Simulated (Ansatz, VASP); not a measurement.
# Cross-check of Nb3Au between VASP and Ansatz, part 2 of 2

One calculation is typed for both programs; each brings its own data sets. How far apart do they land? The cell is taken from a series of runs on this material, whose earlier steps may have relaxed, scaled, displaced or heated it; both programs get it as it stands.

VASP 6.6.1 and Ansatz 0.2.0.

So far: The structure; Ansatz: relaxation of cell and atoms, r2SCAN with rVV10.

### Step 3. VASP: relaxation of cell and atoms, r2SCAN with rVV10

Level of this step: r2SCAN with rVV10; plane waves and PAW (Nb_sv, Au) (VASP).

The same cell, functional, mesh and smearing now go to VASP, with its own data sets.

Lines of VASP's logs that name or quote its potential files are left out, and so is its time.

The input, INCAR:

```
SYSTEM = Nb3Au
PREC = Accurate
ENCUT = 550
EDIFF = 1E-07
NELM = 120
ISMEAR = 0
SIGMA = 0.1
LREAL = .FALSE.
ALGO = Normal
METAGGA = R2SCAN
LUSE_VDW = .TRUE.
IVDW_NL = 2
BPARAM = 11.95
CPARAM = 0.0093
LASPH = .TRUE.
NBANDS = 62
LORBIT = 11
LWAVE = .FALSE.
LCHARG = .FALSE.
ISIF = 3
IBRION = 2
NSW = 80
EDIFFG = -0.005
GGA_COMPAT = .FALSE.
NELMIN = 4
LMIXTAU = .TRUE.
KPAR = 2
```

The input, POSCAR:

```
Nb3Au
1.0
    5.2150000000      0.0000000000      0.0000000000
    0.0000000000      5.2150000000      0.0000000000
    0.0000000000      0.0000000000      5.2150000000
Nb Au
6 2
Direct
    0.2500000000      0.0000000000      0.5000000000
    0.5000000000      0.7500000000      0.0000000000
    0.7500000000      0.0000000000      0.5000000000
    0.5000000000      0.2500000000      0.0000000000
    0.0000000000      0.5000000000      0.7500000000
    0.0000000000      0.5000000000      0.2500000000
    0.0000000000      0.0000000000      0.0000000000
    0.5000000000      0.5000000000      0.5000000000
```

The input, KPOINTS:

```
Automatic mesh
0
Gamma
6 6 6
0 0 0
```

PAW data sets: Nb_sv and Au (PBE family, release 64).

The run is started by

```sh
$ mpirun -np 2 vasp_std
```

Numbers of over 12 decimals in the logs are rounded to 6 here.

The program printed:

```text
[banner, memory and clock lines left out]
running    2 mpi-ranks, on    1 nodes
 distrk:  each k-point on    1 cores,    2 groups
 distr:  one band on    1 cores,    1 groups

 POSCAR found type information on POSCAR NbAu
 POSCAR found :  2 types and       8 ions
|                                                                             |
|               ----> ADVICE to this user running VASP <----                  |
|                                                                             |
|     You have switched on vdW-DFT.                                           |
|     This routine was written and supplied by Jiri Klimes. We recommend      |
|     that you carefully read and cite the following publications:            |
|       J. Klimes, D.R. Bowler, A. Michelides                                 |
|          J. Phys.: Cond Matt. 22 022201 (2010)                              |
|       J. Klimes, D.R. Bowler, A. Michelides                                 |
|          Phys. Rev. B. 83, 195131 (2011)                                    |
|     and references therein.                                                 |
|                                                                             |

|                                                                             |
|               ----> ADVICE to this user running VASP <----                  |
|                                                                             |
|     You enforced a specific xc type in the INCAR file but a different       |
|     [... a line on the potential file left out ...]
|     I HOPE YOU KNOW WHAT YOU ARE DOING!                                     |
|                                                                             |

 LDA part: xc-table for (None), standard interpolation
 POSCAR, INCAR and KPOINTS ok, starting setup
 FFT: planning ... GRIDC
 FFT: planning ... GRID_SOFT
 FFT: planning ... GRID
 WAVECAR not read
 entering main loop
       N       E                     dE             d eps       ncg     rms          rms(c)
Total rVV10 correction in eV:      1.8684693   104.2255376
Total rVV10 correction in eV:      1.8684693   104.2255376
DAV:   1     0.115155297393E+04    0.11516E+04   -0.56868E+04  2488   0.180E+03
DAV:   2    -0.178581247995E+03   -0.13301E+04   -0.12992E+04  2866   0.715E+02
DAV:   3    -0.289638119631E+03   -0.11106E+03   -0.10764E+03  4226   0.151E+02
DAV:   4    -0.300046110794E+03   -0.10408E+02   -0.10269E+02  4368   0.401E+01
DAV:   5    -0.300731026488E+03   -0.68492E+00   -0.68242E+00  3874   0.105E+01    0.294E+01
Total rVV10 correction in eV:      1.7220744   104.2255386
Total rVV10 correction in eV:      1.7220744   104.2255386
DAV:   6    -0.257587424607E+03    0.43144E+02   -0.53355E+01  3056   0.437E+01    0.161E+01
Total rVV10 correction in eV:      1.7043624   104.2255389
Total rVV10 correction in eV:      1.7043624   104.2255389
DAV:   7    -0.249255860153E+03    0.83316E+01   -0.12024E+01  3526   0.164E+01    0.401E+00
Total rVV10 correction in eV:      1.6841179   104.2255391
Total rVV10 correction in eV:      1.6841179   104.2255391
DAV:   8    -0.249328156600E+03   -0.72296E-01   -0.16127E+00  3064   0.671E+00    0.214E+00
Total rVV10 correction in eV:      1.6669817   104.2255391
Total rVV10 correction in eV:      1.6669817   104.2255391
DAV:   9    -0.249086869858E+03    0.24129E+00   -0.12758E+00  2714   0.605E+00    0.177E+00
Total rVV10 correction in eV:      1.6690025   104.2255391
Total rVV10 correction in eV:      1.6690025   104.2255391
DAV:  10    -0.249072961009E+03    0.13909E-01   -0.12635E+00  2708   0.629E+00    0.605E-01
Total rVV10 correction in eV:      1.6696210   104.2255391
Total rVV10 correction in eV:      1.6696210   104.2255391
DAV:  11    -0.249658054238E+03   -0.58509E+00   -0.41132E-01  2736   0.398E+00    0.262E-01
Total rVV10 correction in eV:      1.6687437   104.2255391
Total rVV10 correction in eV:      1.6687437   104.2255391
DAV:  12    -0.249652101164E+03    0.59531E-02   -0.33437E-02  4266   0.755E-01    0.353E-01
Total rVV10 correction in eV:      1.6694707   104.2255390
Total rVV10 correction in eV:      1.6694707   104.2255390
DAV:  13    -0.249662467848E+03   -0.10367E-01   -0.67908E-03  2968   0.469E-01    0.463E-01
Total rVV10 correction in eV:      1.6667629   104.2255390
Total rVV10 correction in eV:      1.6667629   104.2255390
DAV:  14    -0.249661254671E+03    0.12132E-02   -0.70296E-03  2968   0.541E-01    0.933E-02
Total rVV10 correction in eV:      1.6670920   104.2255391
Total rVV10 correction in eV:      1.6670920   104.2255391
DAV:  15    -0.249663108731E+03   -0.18541E-02   -0.14368E-03  3586   0.179E-01    0.740E-02
Total rVV10 correction in eV:      1.6670700   104.2255391
Total rVV10 correction in eV:      1.6670700   104.2255391
DAV:  16    -0.249663168330E+03   -0.59599E-04   -0.99885E-05  4280   0.492E-02    0.744E-02
Total rVV10 correction in eV:      1.6671964   104.2255391
Total rVV10 correction in eV:      1.6671964   104.2255391
DAV:  17    -0.249663337964E+03   -0.16963E-03   -0.80573E-05  2778   0.561E-02    0.389E-02
Total rVV10 correction in eV:      1.6673311   104.2255391
Total rVV10 correction in eV:      1.6673311   104.2255391
DAV:  18    -0.249663335330E+03    0.26330E-05   -0.35129E-05  3080   0.321E-02    0.741E-03
[...]
Total rVV10 correction in eV:      1.6410000   104.2255368
DAV:   3    -0.249647165637E+03    0.80120E-01   -0.24581E-01  3692   0.308E+00    0.968E-01
Total rVV10 correction in eV:      1.6387801   104.2255368
Total rVV10 correction in eV:      1.6387801   104.2255368
DAV:   4    -0.249638727063E+03    0.84386E-02   -0.11326E-01  3932   0.151E+00    0.673E-01
Total rVV10 correction in eV:      1.6403325   104.2255368
Total rVV10 correction in eV:      1.6403325   104.2255368
DAV:   5    -0.249643573619E+03   -0.48466E-02   -0.12116E-02  3730   0.528E-01    0.347E-01
Total rVV10 correction in eV:      1.6403782   104.2255368
Total rVV10 correction in eV:      1.6403782   104.2255368
DAV:   6    -0.249644632708E+03   -0.10591E-02   -0.13517E-02  4186   0.487E-01    0.179E-01
Total rVV10 correction in eV:      1.6405370   104.2255368
Total rVV10 correction in eV:      1.6405370   104.2255368
DAV:   7    -0.249646924901E+03   -0.22922E-02   -0.35521E-03  3430   0.275E-01    0.742E-02
Total rVV10 correction in eV:      1.6404608   104.2255368
Total rVV10 correction in eV:      1.6404608   104.2255368
DAV:   8    -0.249647225338E+03   -0.30044E-03   -0.70505E-04  3600   0.139E-01    0.234E-02
Total rVV10 correction in eV:      1.6404359   104.2255368
Total rVV10 correction in eV:      1.6404359   104.2255368
DAV:   9    -0.249647257952E+03   -0.32614E-04   -0.55352E-05  4234   0.353E-02    0.188E-02
Total rVV10 correction in eV:      1.6403931   104.2255368
Total rVV10 correction in eV:      1.6403931   104.2255368
DAV:  10    -0.249647257110E+03    0.84179E-06   -0.84078E-06  3912   0.179E-02    0.671E-03
Total rVV10 correction in eV:      1.6403967   104.2255368
Total rVV10 correction in eV:      1.6403967   104.2255368
DAV:  11    -0.249647264156E+03   -0.70459E-05   -0.49185E-06  2796   0.155E-02    0.791E-03
Total rVV10 correction in eV:      1.6403983   104.2255368
Total rVV10 correction in eV:      1.6403983   104.2255368
DAV:  12    -0.249647263474E+03    0.68235E-06   -0.54913E-07  2800   0.473E-03    0.320E-03
Total rVV10 correction in eV:      1.6403955   104.2255368
Total rVV10 correction in eV:      1.6403955   104.2255368
DAV:  13    -0.249647263210E+03    0.26429E-06   -0.18209E-07  1944   0.316E-03    0.147E-03
Total rVV10 correction in eV:      1.6403938   104.2255368
Total rVV10 correction in eV:      1.6403938   104.2255368
DAV:  14    -0.249647263176E+03    0.33684E-07   -0.64037E-08  1582   0.217E-03
Total rVV10 correction in eV:      1.6403982   104.2255368
Total rVV10 correction in eV:      1.6403982   104.2255368
Total rVV10 correction in eV:      1.6403952   104.2255368
Total rVV10 correction in eV:      1.6403952   104.2255368
   2 F= -.24964726E+03 E0= -.24961344E+03  d E =0.160717E-01
 trial-energy change:    0.016072  1 .order    0.016447   -0.027239    0.060134
 step:   0.3173(harm=  0.3118)  dis= 0.00000  next Energy=  -249.667669 (dE=-0.433E-02)
 bond charge predicted
       N       E                     dE             d eps       ncg     rms          rms(c)
Total rVV10 correction in eV:      1.6394639   104.2255368
Total rVV10 correction in eV:      1.6394639   104.2255368
DAV:   1    -0.249845705876E+03   -0.19844E+00   -0.66991E+00  2570   0.190E+01    0.319E+00
Total rVV10 correction in eV:      1.6545776   104.2255384
Total rVV10 correction in eV:      1.6545776   104.2255384
DAV:   2    -0.249704412297E+03    0.14129E+00   -0.74327E-01  3128   0.535E+00    0.166E+00
Total rVV10 correction in eV:      1.6585195   104.2255383
Total rVV10 correction in eV:      1.6585195   104.2255383
DAV:   3    -0.249668046019E+03    0.36366E-01   -0.11409E-01  3750   0.202E+00    0.648E-01
Total rVV10 correction in eV:      1.6599709   104.2255383
Total rVV10 correction in eV:      1.6599709   104.2255383
DAV:   4    -0.249663282768E+03    0.47633E-02   -0.51344E-02  3882   0.103E+00    0.470E-01
Total rVV10 correction in eV:      1.6588807   104.2255383
Total rVV10 correction in eV:      1.6588807   104.2255383
DAV:   5    -0.249666119946E+03   -0.28372E-02   -0.61594E-03  3624   0.381E-01    0.234E-01
Total rVV10 correction in eV:      1.6588846   104.2255383
Total rVV10 correction in eV:      1.6588846   104.2255383
DAV:   6    -0.249666358309E+03   -0.23836E-03   -0.68029E-03  4124   0.341E-01    0.130E-01
Total rVV10 correction in eV:      1.6587779   104.2255383
Total rVV10 correction in eV:      1.6587779   104.2255383
DAV:   7    -0.249667636275E+03   -0.12780E-02   -0.14838E-03  3620   0.180E-01    0.561E-02
Total rVV10 correction in eV:      1.6588423   104.2255383
Total rVV10 correction in eV:      1.6588423   104.2255383
DAV:   8    -0.249667657063E+03   -0.20788E-04   -0.21525E-04  3580   0.834E-02    0.216E-02
Total rVV10 correction in eV:      1.6588452   104.2255383
Total rVV10 correction in eV:      1.6588452   104.2255383
DAV:   9    -0.249667684985E+03   -0.27922E-04   -0.27329E-05  3616   0.280E-02    0.129E-02
Total rVV10 correction in eV:      1.6588746   104.2255383
Total rVV10 correction in eV:      1.6588746   104.2255383
DAV:  10    -0.249667681827E+03    0.31582E-05   -0.87094E-06  3624   0.175E-02    0.822E-03
Total rVV10 correction in eV:      1.6588579   104.2255383
Total rVV10 correction in eV:      1.6588579   104.2255383
DAV:  11    -0.249667688011E+03   -0.61838E-05   -0.30056E-06  3002   0.129E-02    0.367E-03
Total rVV10 correction in eV:      1.6588588   104.2255383
Total rVV10 correction in eV:      1.6588588   104.2255383
DAV:  12    -0.249667688977E+03   -0.96625E-06   -0.30029E-07  2408   0.332E-03    0.674E-04
Total rVV10 correction in eV:      1.6588615   104.2255383
Total rVV10 correction in eV:      1.6588615   104.2255383
DAV:  13    -0.249667689193E+03   -0.21625E-06   -0.64151E-08  1588   0.223E-03    0.584E-04
Total rVV10 correction in eV:      1.6588619   104.2255383
Total rVV10 correction in eV:      1.6588619   104.2255383
DAV:  14    -0.249667689188E+03    0.54497E-08   -0.36868E-08  1582   0.166E-03
Total rVV10 correction in eV:      1.6588590   104.2255383
Total rVV10 correction in eV:      1.6588590   104.2255383
Total rVV10 correction in eV:      1.6588605   104.2255383
Total rVV10 correction in eV:      1.6588605   104.2255383
   3 F= -.24966769E+03 E0= -.24963286E+03  d E =-.435431E-02
 curvature:  -0.16 expect dE=-0.134E-07 dE for cont linesearch -0.134E-07
 trial: gam=-0.00178 g(F)=  0.340E-51 g(S)=  0.862E-07 ort = 0.485E-04 (trialstep = 0.863E+00)
 search vector abs. value=  0.100E-09
 reached required accuracy - stopping structural energy minimisation
```

From OUTCAR (step 3):

```text
ion  position               nearest neighbor table
   1  0.250  0.000  0.500-   3 2.61   3 2.61   8 2.92   7 2.92   8 2.92   7 2.92
   2  0.500  0.750  0.000-   4 2.61   4 2.61   8 2.92   8 2.92   7 2.92   7 2.92
   3  0.750  0.000  0.500-   1 2.61   1 2.61   8 2.92   7 2.92   8 2.92   7 2.92
   4  0.500  0.250  0.000-   2 2.61   2 2.61   8 2.92   8 2.92   7 2.92   7 2.92
   5  0.000  0.500  0.750-   6 2.61   6 2.61   8 2.92   7 2.92   7 2.92   8 2.92
   6  0.000  0.500  0.250-   5 2.61   5 2.61   8 2.92   7 2.92   7 2.92   8 2.92
   7  0.000  0.000  0.000-   1 2.92   2 2.92   3 2.92   4 2.92   5 2.92   6 2.92   1 2.92   3 2.92
                             5 2.92   6 2.92   2 2.92   4 2.92
   8  0.500  0.500  0.500-   1 2.92   2 2.92   3 2.92   4 2.92   5 2.92   6 2.92   2 2.92   4 2.92
                             1 2.92   3 2.92   5 2.92   6 2.92

  LATTYP: Found a simple cubic cell.
 ALAT       =     5.2150000000

 Subroutine GETGRP returns: Found 48 space group operations
 (whereof 24 operations were pure point group operations)

The static configuration has the point symmetry T_h .
 The point group associated with its full space group is O_h .

 Found     20 irreducible k-points:

   k-points           NKPTS =     20   k-points in BZ     NKDIM =     20   number of bands    NBANDS=     62

   dimension x,y,z NGX =    40 NGY =   40 NGZ =   40
   dimension x,y,z NGXF=    80 NGYF=   80 NGZF=   80

   ENCUT  =  550.0 eV  40.42 Ry    6.36 a.u.   9.97  9.97  9.97*2*pi/ulx,y,z

   NELECT =     100.0000    total number of electrons

 k-points in reciprocal lattice and weights: Automatic mesh
   0.00000000  0.00000000  0.00000000       0.005
   0.16666667  0.00000000  0.00000000       0.028
   0.33333333  0.00000000  0.00000000       0.028
   0.50000000  0.00000000  0.00000000       0.014
   0.16666667  0.16666667  0.00000000       0.056
   0.33333333  0.16666667  0.00000000       0.111
   0.50000000  0.16666667  0.00000000       0.056
   0.33333333  0.33333333  0.00000000       0.056
   0.50000000  0.33333333  0.00000000       0.056
[...]
0.50000000  0.50000000  0.33333333       0.028
   0.50000000  0.50000000  0.50000000       0.005

 average (electrostatic) potential at core
       1 -82.4178       2 -82.4178       3 -82.4178       4 -82.4178       5 -82.4178
       6 -82.4178       7 -68.7499       8 -68.7499

 E-fermi :  11.3522

 k-point     1 :       0.0000    0.0000    0.0000
  band No.  band energies     occupation
    ...
     45       9.0571      2.00000
     46       9.5892      2.00000
     47      10.0093      2.00000
     48      10.0093      2.00000
     49      10.0093      2.00000
     50      11.4255      0.30002
     51      11.4255      0.30002
     52      11.5824      0.00113
     53      11.5824      0.00113
     54      11.5824      0.00113
    ...

 k-point     2 :       0.1667    0.0000    0.0000
  band No.  band energies     occupation
    ...
     45       9.4490      2.00000
     46       9.6636      2.00000
     47       9.7834      2.00000
     48      10.0055      2.00000
     49      10.0055      2.00000
     50      11.4202      0.33586
     51      11.5343      0.01000
     52      11.5566      0.00383
     53      11.6458      0.00003
     54      11.6458      0.00003
    ...

 k-point     3 :       0.3333    0.0000    0.0000
  band No.  band energies     occupation
    ...
     47      10.2813      2.00000
     48      10.2813      2.00000
     49      10.3367      2.00000
     50      11.3176      1.37476
     51      11.3264      1.28458
     52      11.4749      0.08263
     53      11.4749      0.08263
     54      11.6938      0.00000
     55      13.8498      0.00000
     56      13.9178      0.00000
    ...

  Total       -0.0021828     -0.0021828     -0.0021828      0.0000000      0.0000000      0.0000000
  in kB       -0.0248324     -0.0248324     -0.0248324      0.0000000      0.0000000      0.0000000
  external PRESSURE =      -0.0248324 kB  Pullay stress =       0.0000000 kB

  energy-cutoff  :      550.00
  volume of cell :      140.83
      direct lattice vectors                 reciprocal lattice vectors
     5.202753954  0.000000000  0.000000000     0.192205899  0.000000000  0.000000000
    -0.000000000  5.202753954  0.000000000    -0.000000000  0.192205899  0.000000000
     0.000000000 -0.000000000  5.202753954    -0.000000000 -0.000000000  0.192205899

 POSITION                                       TOTAL-FORCE (eV/Angst)
 -----------------------------------------------------------------------------------
      1.30069      0.00000      2.60138         0.000000      0.000000     -0.000000
      2.60138      3.90207      0.00000        -0.000000      0.000000     -0.000000
      3.90207      0.00000      2.60138        -0.000000     -0.000000      0.000000
      2.60138      1.30069      0.00000         0.000000     -0.000000      0.000000
     -0.00000      2.60138      3.90207        -0.000000      0.000000      0.000000
     -0.00000      2.60138      1.30069         0.000000      0.000000     -0.000000
      0.00000      0.00000      0.00000        -0.000000     -0.000000     -0.000000
      2.60138      2.60138      2.60138        -0.000000     -0.000000     -0.000000
 -----------------------------------------------------------------------------------
    total drift:                                0.000000     -0.000000      0.000000

  FREE ENERGIE OF THE ION-ELECTRON SYSTEM (eV)
  ---------------------------------------------------
  free  energy   TOTEN  =      -249.6676891877 eV

  energy  without entropy=     -249.5980306247  energy(sigma->0) =     -249.63285991

 reached required accuracy - stopping structural energy minimisation

 total charge
# of ion       s       p       d       tot
------------------------------------------
    1        2.203   6.004   2.452  10.659
    2        2.203   6.004   2.452  10.659
    3        2.203   6.004   2.452  10.659
    4        2.203   6.004   2.452  10.659
    5        2.203   6.004   2.452  10.659
    6        2.203   6.004   2.452  10.659
    7        0.738   0.654   8.500   9.892
    8        0.738   0.654   8.500   9.892
--------------------------------------------------
tot         14.692  37.334  31.713  83.739

[... 3 further parts left out ...]
```

The run keeps the 48 symmetry operations of its start, so it cannot find a distortion of lower symmetry.

### Step 4. Side by side

Known differences besides the potentials themselves: VASP keeps PBE cores, Ansatz makes them for the functional; the data sets hold 116 valence electrons in Ansatz (on its default PAW (the set named soft_2) files) and 100 in VASP; the cutoff is 500 eV in Ansatz and 550 eV in VASP; Ansatz adds a Pulay correction to the stress that steers its cell, VASP none. Total energies have different zeros and are not compared.

Both answers:

```
                                         quantity  Ansatz    VASP  difference
                                      volume (Å³)  140.66  140.83     -0.12 %
edge a after relaxation, in the typed setting (Å)   5.201   5.203     -0.04 %
```

### Step 5. Summary of results

- difference in volume (relaxation of cell and atoms, r2SCAN with rVV10): -0.12 %

**Reading.** The difference in volume is -0.12 % (relaxation of cell and atoms, r2SCAN with rVV10), within the 1.2 % picked in this series as the mark of a large difference, as far as the stopping tolerances let one tell. The data sets hold unlike numbers of valence electrons (116 in Ansatz and 100 in VASP), so part of the differences comes from the potentials. 1 further run of this series is not shown here. How closely two codes agree says nothing of how well the functional describes the real material.

[Lines on the potential files, build, host, timing and source positions are cut from VASP's logs without a mark.]

[Logs are printed without paths, hosts, clocks, repeated set-up lines and the standing remarks that a program may print on its own settings, such as how far it seeks lower states.]

[Hosts, paths, dates, database ids (printed as entryN), source tags and the programs' standing remarks are cut or masked in the printed files.]
